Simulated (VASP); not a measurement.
# GaAs (F-43m) in VASP: notebook

One crystal, GaAs, is run at these levels: r2SCAN, PBE, TB-mBJ; tasks: band structure.

Program: VASP 6.6.1. These are calculated values, not measurements. Logs are shortened: lines on timing, memory, paths and dates and some standing lists are left out, and cuts for length are marked.

**The experiment to reproduce.**

From “Evidence of valence band perturbations in GaAsN/GaAs(001): A combined variable-angle spectroscopic ellipsometry and modulated photoreflectance investigation”, 2008, arxiv:0805.2212, for a bulk crystal of GaAs at 300 K: band gap 1.412 ± 0.01 eV (direct); band gap 1.418 ± 0.005 eV (direct).

The results are compared with them further down.

## Step 1: The crystal as given

Symmetry: F-43m, No. 216, cubic system. Conventional cell: a = 5.663 Å, b = 5.663 Å, c = 5.663 Å, α = 90.00°, β = 90.00°, γ = 90.00°. Ga (site symmetry -43m) has 4 As at 2.45 Å as nearest neighbours. As (site symmetry -43m) is surrounded by 4 Ga at 2.45 Å.

## Step 2: Band structure, r2SCAN

INCAR

```
SYSTEM = GaAs
ALGO     = Normal         ! electronic algorithm
EDIFF    = 1E-6           ! SCF threshold, eV
ENCUT    = 520            ! plane-wave cutoff, eV
ISIF     = 2              ! what is computed and relaxed
ISMEAR   = 0              ! smearing method
LASPH    = .True.         ! aspherical terms in the spheres
LCHARG   = .False.        ! write CHGCAR
LMIXTAU  = .True.       
LREAL    = .False.        ! projectors in reciprocal space
LWAVE    = .False.        ! write WAVECAR
METAGGA  = R2SCAN         ! meta-GGA
NBANDS   = 16             ! bands
NELM     = 80             ! most SCF steps
PREC     = Accurate       ! precision mode
SIGMA    = 0.03           ! smearing width, eV
```

KPOINTS

```
k-points
0
Gamma
  10 10 10
  0 0 0
```

POSCAR

```
GaAs                                    
1.0
    0.0000000000      2.8313993253      2.8313993253
    2.8313993253      0.0000000000      2.8313993253
    2.8313993253      2.8313993253      0.0000000000
  Ga              As            
     1     1
Direct
     0.0000000000000000    0.0000000000000000    0.0000000000000000
     0.2500000000000000    0.2500000000000000    0.2500000000000000
```

KPOINTS_OPT

```
explicit points
202
Reciprocal
 0.0000000000  0.0000000000  0.0000000000 1
 0.0555555556  0.0000000000  0.0555555556 1
 0.1111111111  0.0000000000  0.1111111111 1
 0.1666666667  0.0000000000  0.1666666667 1
 0.2222222222  0.0000000000  0.2222222222 1
 0.2777777778  0.0000000000  0.2777777778 1
[... 194 lines left out ...]
 0.5111346300  0.0222692700  0.5111346300 1
 0.4888653700 -0.0222692700  0.4888653700 1
```

Potentials or basis: VASP PAW PBE potentials, release 64 (Ga_d, As).

On the command line:

```sh
cat potpaw_PBE.64/Ga_d/POTCAR potpaw_PBE.64/As/POTCAR > POTCAR
mpirun -np 1 vasp_std > vasp.out
```

OUTCAR:

```text
SYSTEM = GaAs
   EDIFF = 1E-6
   ENCUT = 520
   ISIF = 2
   ISMEAR = 0
   LASPH = .True.
   LREAL = .False.
   METAGGA = R2SCAN
   NELM = 80
   PREC = Accurate

 ion  position               nearest neighbor table
   1  0.000  0.000  0.000-   2 2.45   2 2.45   2 2.45   2 2.45
   2  0.250  0.250  0.250-   1 2.45   1 2.45   1 2.45   1 2.45

  LATTYP: Found a face centered cubic cell.
 ALAT       =     5.6627986506

  Lattice vectors:

 A1 = (   0.0000000000,   2.8313993253,   2.8313993253)
 A2 = (   2.8313993253,   0.0000000000,   2.8313993253)
 A3 = (   2.8313993253,   2.8313993253,   0.0000000000)

Analysis of symmetry for initial positions (statically):
=====================================================================
 Subroutine PRICEL returns:
 Original cell was already a primitive cell.

 Routine SETGRP: Setting up the symmetry group for a
 face centered cubic supercell.

 Subroutine GETGRP returns: Found 24 space group operations
 (whereof 24 operations were pure point group operations)
 out of a pool of 48 trial point group operations.

The static configuration has the point symmetry T_d .

Analysis of symmetry for dynamics (positions and initial velocities):
=====================================================================
 Subroutine PRICEL returns:
 Original cell was already a primitive cell.

 Routine SETGRP: Setting up the symmetry group for a
 face centered cubic supercell.

 Subroutine GETGRP returns: Found 24 space group operations
 (whereof 24 operations were pure point group operations)
 out of a pool of 48 trial point group operations.

The dynamic configuration has the point symmetry T_d .

 Subroutine INISYM returns: Found 24 space group operations
 (whereof 24 operations are pure point group operations),
 and found     1 'primitive' translations

----------------------------------------------------------------------------------------

                                     Primitive cell

  volume of cell :      45.3976

  direct lattice vectors                    reciprocal lattice vectors
     0.000000000  2.831399325  2.831399325    -0.176591128  0.176591128  0.176591128
     2.831399325  0.000000000  2.831399325     0.176591128 -0.176591128  0.176591128
     2.831399325  2.831399325  0.000000000     0.176591128  0.176591128 -0.176591128

  length of vectors
     4.004203326  4.004203326  4.004203326     0.305864805  0.305864805  0.305864805

  position of ions in fractional coordinates (direct lattice)
     0.000000000  0.000000000  0.000000000
     0.250000000  0.250000000  0.250000000

  ion indices of the primitive-cell ions
   primitive index   ion index
                 1           1
                 2           2

----------------------------------------------------------------------------------------

 KPOINTS: k-points

Automatic generation of k-mesh.
 Grid dimensions read from file:
 generate k-points for:   10   10   10

 Generating k-lattice:

  Cartesian coordinates                     Fractional coordinates (reciprocal lattice)
    -0.017659113  0.017659113  0.017659113     0.100000000  0.000000000  0.000000000
     0.017659113 -0.017659113  0.017659113     0.000000000  0.100000000  0.000000000
     0.017659113  0.017659113 -0.017659113     0.000000000  0.000000000  0.100000000

  Length of vectors
     0.030586481  0.030586481  0.030586481

  Shift w.r.t. Gamma in fractional coordinates (k-lattice)
     0.000000000  0.000000000  0.000000000

 Subroutine IBZKPT returns following result:
 ===========================================

 Found     47 irreducible k-points:

 Following reciprocal coordinates:
            Coordinates               Weight
  0.000000  0.000000  0.000000      1.000000
  0.100000  0.000000  0.000000      8.000000
  0.200000  0.000000  0.000000      8.000000
  0.300000  0.000000  0.000000      8.000000
  0.400000  0.000000  0.000000      8.000000
  0.500000  0.000000  0.000000      4.000000
[... 16 lines left out ...]
  0.300000  0.300000  0.000000      6.000000
  0.400000  0.300000  0.000000     24.000000
 [... further k-points ...]
   k-points           NKPTS =     47   k-points in BZ     NKDIM =     47   number of bands    NBANDS=     16
   number of dos      NEDOS =    301   number of ions     NIONS =      2
   total plane-waves  NPLWV =  27000
   dimension x,y,z NGX =    30 NGY =   30 NGZ =   30
   dimension x,y,z NGXF=    60 NGYF=   60 NGZF=   60
   ions per type =               1   1
   NGX,Y,Z   is equivalent  to a cutoff of  12.46, 12.46, 12.46 a.u.
   NGXF,Y,Z  is equivalent  to a cutoff of  24.91, 24.91, 24.91 a.u.
 SYSTEM =  GaAs
   PREC   = accura    normal or accurate (medium, high low for compatibility)
   ISTART =      0    job   : 0-new  1-cont  2-samecut
   ICHARG =      2    charge: 1-file 2-atom 10-const
   ISPIN  =      1    spin polarized calculation?
   LNONCOLLINEAR =      F non collinear calculations
   LSORBIT =      F    spin-orbit coupling
   LASPH  =      T    aspherical Exc in radial PAW
   ENCUT  =  520.0 eV  38.22 Ry    6.18 a.u.   7.45  7.45  7.45*2*pi/ulx,y,z
   NELM   =     80;   NELMIN=  2; NELMDL= -5     # of ELM steps
   EDIFF  = 0.1E-05   stopping-criterion for ELM
   LREAL  =      F    real-space projection
   EDIFFG = 0.1E-04   stopping-criterion for IOM
   NSW    =      0    number of steps for IOM
   IBRION =     -1    ionic relax: 0-MD 1-quasi-New 2-CG
   NFREE  =      0    steps in history (QN), initial steepest desc. (CG)
   ISIF   =      2    stress and relaxation
   ISYM   =      2    0-nonsym 1-usesym 2-fastsym
   POTIM  = 0.5000    time-step for ionic-motion
   TEBEG  =    0.0;   TEEND  =   0.0 temperature during run
   PSTRESS=    0.0 pullay stress
   NELECT =      18.0000    total number of electrons
   NUPDOWN=      -1.0000    fix difference up-down
   EMIN   =  10.00;   EMAX   =-10.00  energy-range for DOS
   EFERMI =   0.00;   METHOD = LEGACY
   ISMEAR =     0;   SIGMA  =   0.03  broadening in eV -4-tet -1-fermi 0-gaus
   EFERMI_NEDOS =   21; number of points for ismear=-14 and -15
   IALGO  =     38    algorithm
   IMIX   =      4    mixing-type and parameters
     AMIX     =   0.40;   BMIX     =  1.00
     AMIX_MAG =   1.60;   BMIX_MAG =  1.00
  volume/ion in A,a.u.               =      22.70       153.18
  Fermi-wavevector in a.u.,A,eV,Ry     =   1.202692  2.272759 19.680404  1.446469
  Thomas-Fermi vector in A             =   2.338467
   LORBIT       =      0    0 simple, 1 ext, 2 COOP (PROOUT), +10 PAW based schemes
   METAGGA = R2SCAN    functional components
   LHFCALC =     F    Hartree Fock is set to
   AEXX    =    0.0000 exact exchange contribution
   IVDW    =     0    specifies the selected vdW correction
   LEPSILON=     F    determine dielectric tensor
   LRPA    =     F    only Hartree local field effects (RPA)
 non-spin polarized calculation
 Gauss-broadening in eV      SIGMA  =   0.03
  energy-cutoff  :      520.00
  volume of cell :       45.40
 maximum number of plane-waves:      1243
 NGX is ok and might be reduce to    30
   NGX = 15   NGY = 15   NGZ = 15

 number of electron      17.9999991 magnetization

 Free energy of the ion-electron system (eV)
  ---------------------------------------------------
  ext. energy  EPLUGINS =         0.00000000
  ---------------------------------------------------
  free energy    TOTEN  =       -27.05607706 eV

  energy without entropy =      -27.05607706  energy(sigma->0) =      -27.05607706

 E-fermi :   3.7579     XC(G=0): -10.2329

 val. band max:        3.6326165447   @ k =   0.0000   0.0000   0.0000
 cond. band min:       4.5902592546   @ k =   0.0000   0.0000   0.0000
 fundamental gap:      0.9576427099
 Fermi energy:         3.7579348222

 k-point     1 :       0.0000    0.0000    0.0000
  band No.  band energies     occupation
      1     -11.5928      2.00000
      2     -11.5928      2.00000
      3     -11.5927      2.00000
      4     -11.5045      2.00000
      5     -11.5045      2.00000
      6      -9.5423      2.00000
[... 8 lines left out ...]
     15      14.2530      0.00000
     16      14.2530      0.00000

 k-point     2 :       0.1000    0.0000    0.0000
  band No.  band energies     occupation
      1     -11.6027      2.00000
      2     -11.5903      2.00000
      3     -11.5903      2.00000
      4     -11.5047      2.00000
      5     -11.5047      2.00000
      6      -9.4192      2.00000
[... 8 lines left out ...]
     15      13.6033      0.00000
     16      13.6033      0.00000

 k-point     3 :       0.2000    0.0000    0.0000
  band No.  band energies     occupation
      1     -11.6267      2.00000
      2     -11.5842      2.00000
      3     -11.5842      2.00000
      4     -11.5046      2.00000
      5     -11.5046      2.00000
      6      -9.0663      2.00000
[... 8 lines left out ...]
     15      13.1079      0.00000
     16      13.3463      0.00000

 k-point     4 :       0.3000    0.0000    0.0000
  band No.  band energies     occupation
      1     -11.6530      2.00000
      2     -11.5776      2.00000
      3     -11.5776      2.00000
      4     -11.5035      2.00000
      5     -11.5035      2.00000
      6      -8.5397      2.00000
[... 8 lines left out ...]
     15      13.5052      0.00000
     16      13.5052      0.00000
[... 324 lines left out ...]
 k-point    22 :      -0.2000    0.2000    0.0000
  band No.  band energies     occupation
      1     -11.6607      2.00000
      2     -11.5742      2.00000
      3     -11.5717      2.00000
      4     -11.5075      2.00000
      5     -11.5025      2.00000
      6      -8.3583      2.00000
[... 8 lines left out ...]
     15      14.9322      0.00000
     16      15.6547      0.00000

 k-point    23 :       0.3000    0.3000    0.0000
  band No.  band energies     occupation
      1     -11.6791      2.00000
      2     -11.5593      2.00000
      3     -11.5593      2.00000
      4     -11.5208      2.00000
      5     -11.4956      2.00000
      6      -8.1899      2.00000
[... 8 lines left out ...]
     15      15.7546      0.00000
     16      16.8278      0.00000

 k-point    24 :       0.4000    0.3000    0.0000
  band No.  band energies     occupation
      1     -11.6921      2.00000
      2     -11.5544      2.00000
      3     -11.5530      2.00000
      4     -11.5228      2.00000
      5     -11.4944      2.00000
      6      -7.7333      2.00000
[... 8 lines left out ...]
     15      16.5058      0.00000
     16      17.1905      0.00000

 [... further k-points ...]
[... 5 lines left out ...]
  --------------------------------------------------------------------------------------
  -------------------------------------------------------------------------------------
  Total        0.0738973      0.0738973      0.0738973      0.0000000      0.0000000      0.0000000
  in kB        2.6079883      2.6079883      2.6079883      0.0000000      0.0000000      0.0000000
  external PRESSURE =       2.6079883 kB  Pullay stress =       0.0000000 kB

 VOLUME and BASIS-vectors are now :
 -----------------------------------------------------------------------------
  energy-cutoff  :      520.00
  volume of cell :       45.40
      direct lattice vectors                 reciprocal lattice vectors
     0.000000000  2.831399325  2.831399325    -0.176591128  0.176591128  0.176591128
     2.831399325  0.000000000  2.831399325     0.176591128 -0.176591128  0.176591128
     2.831399325  2.831399325  0.000000000     0.176591128  0.176591128 -0.176591128

 POSITION                                       TOTAL-FORCE (eV/Angst)
 -----------------------------------------------------------------------------------
      0.00000      0.00000      0.00000        -0.000000     -0.000000      0.000000
      1.41570      1.41570      1.41570         0.000000      0.000000     -0.000000
 -----------------------------------------------------------------------------------
    total drift:                                0.000001      0.000001      0.000001

  FREE ENERGIE OF THE ION-ELECTRON SYSTEM (eV)
  ---------------------------------------------------
  free  energy   TOTEN  =       -27.0560770636 eV

  energy  without entropy=      -27.0560770636  energy(sigma->0) =      -27.05607706
```

It took 5.3 min on 1 thread of Intel Xeon Platinum 8488C (Sapphire Rapids), shared host; peak memory 0.19 GiB.

Results:

* Free energy: -27.0561 eV
* Pressure: 0.3 GPa
* Band gap on the k mesh: 0.96 eV, direct
* Band gap along the path: 0.96 eV, direct

Levels at the corners of the path, in eV from the valence-band top:
```tsv
point	band 7	band 8	band 9	band 10	band 11	band 12
Γ	0.00	0.00	0.00	0.96	4.04	4.04
X	-6.97	-2.76	-2.76	1.77	1.95	10.82
X	-6.97	-2.76	-2.76	1.77	1.95	10.82
W	-6.78	-3.62	-3.41	5.00	5.06	5.89
W	-6.78	-3.62	-3.41	5.00	5.06	5.89
K	-6.77	-3.94	-2.32	2.27	5.01	8.51
K	-6.77	-3.94	-2.32	2.27	5.01	8.51
Γ	0.00	0.00	0.00	0.96	4.04	4.04
Γ	0.00	0.00	0.00	0.96	4.04	4.04
L	-6.79	-1.18	-1.18	1.35	4.99	4.99
L	-6.79	-1.18	-1.18	1.35	4.99	4.99
U	-6.77	-3.94	-2.32	2.27	5.01	8.51
U	-6.77	-3.94	-2.32	2.27	5.01	8.51
W	-6.78	-3.62	-3.41	5.00	5.06	5.89
W	-6.78	-3.62	-3.41	5.00	5.06	5.89
L	-6.79	-1.18	-1.18	1.35	4.99	4.99
L	-6.79	-1.18	-1.18	1.35	4.99	4.99
K	-6.77	-3.94	-2.32	2.27	5.01	8.51
U	-6.77	-3.94	-2.32	2.27	5.01	8.51
X	-6.97	-2.76	-2.76	1.77	1.95	10.82
```

Caveat: the PAW data sets were made with another functional, which shifts forces and pressure a little.

## Step 3: Band structure, PBE, spin-orbit coupling, no magnetisation

INCAR

```
SYSTEM = GaAs
ALGO     = Normal         ! electronic algorithm
EDIFF    = 1E-6           ! SCF threshold, eV
ENCUT    = 520            ! plane-wave cutoff, eV
GGA      = PE             ! functional
GGA_COMPAT= .False.      
ISIF     = 2              ! what is computed and relaxed
ISMEAR   = 0              ! smearing method
LASPH    = .True.         ! aspherical terms in the spheres
LCHARG   = .False.        ! write CHGCAR
LORBIT   = 11             ! projections on sites
LREAL    = .False.        ! projectors in reciprocal space
LSORBIT  = .True.         ! spin-orbit coupling
LWAVE    = .False.        ! write WAVECAR
MAGMOM   = 0 0 0 0 0 0    ! initial moments
NBANDS   = 30             ! bands
NELM     = 80             ! most SCF steps
PREC     = Accurate       ! precision mode
SIGMA    = 0.03           ! smearing width, eV
```

KPOINTS

```
k-points
0
Gamma
  6 6 6
  0 0 0
```

POSCAR is that of step 2.

KPOINTS_OPT is that of step 2.

Potentials or basis: VASP PAW PBE potentials, release 64 (Ga_d, As).

On the command line:

```sh
cat potpaw_PBE.64/Ga_d/POTCAR potpaw_PBE.64/As/POTCAR > POTCAR
mpirun -np 1 vasp_ncl > vasp.out
```

It took 5.3 min on 1 thread of Intel Xeon Platinum 8488C (Sapphire Rapids), shared host; peak memory 0.3 GiB.

The run converged. Its results:

| Property | Result |
| --- | --- |
| Free energy | -8.2492 eV |
| Pressure | 3.1 GPa |
| Valence electrons inside the program's atomic spheres | Ga 11.67; As 2.84 |

(Continued in part 2 of 2.)
